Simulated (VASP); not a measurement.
Input of a VASP 6.6.1 run:

Contents of INCAR:

```
PREC = Accurate
ENCUT = 600
EDIFF = 1E-7
ISMEAR = 0
SIGMA = 0.03
LREAL = False
LASPH = True
NELM = 80
ALGO = Normal
ISIF = 3
LWAVE = False
LCHARG = False
GGA = PE
IBRION = 2
NSW = 90
EDIFFG = -0.005
LATTICE_CONSTRAINTS = .TRUE. .TRUE. .FALSE.
```

File KPOINTS:

```
regular mesh
0
Gamma
  15 15 1
```

The input POSCAR:

```
C                                       
1.0
    2.4669052835      0.0000000000      0.0000000000
   -1.2334526418      2.1364026469      0.0000000000
    0.0000000000      0.0000000000     21.4289500000
  C             
     4
Direct
     0.0000000000000000    0.0000000000000000    0.4015577431131682
     0.6666666699999979    0.3333333300000021    0.4015505346708177
     0.0000000000000000    0.0000000000000000    0.5984444057527663
     0.3333333300000021    0.6666666699999979    0.5984473164632479
```

Potentials or basis: VASP PAW PBE potentials, release 64 (C).

Launch:

```sh
$ cat potpaw_PBE.64/C/POTCAR > POTCAR
$ mpirun -np 1 vasp_std > vasp.out
```

Problem. What does it give for the band gap on the k mesh?

Solution. None (metal or under the smearing width).

Final structure:
```
CELL_PARAMETERS angstrom
2.46691 0.00000 0.00000
-1.23345 2.13640 0.00000
0.00000 0.00000 21.42895
ATOMIC_POSITIONS crystal
C 0.00000 0.00000 0.40156
C 0.66667 0.33333 0.40155
C 0.00000 0.00000 0.59844
C 0.33333 0.66667 0.59845
```

Caveat: the relaxation stopped at its first step, so nothing moved.
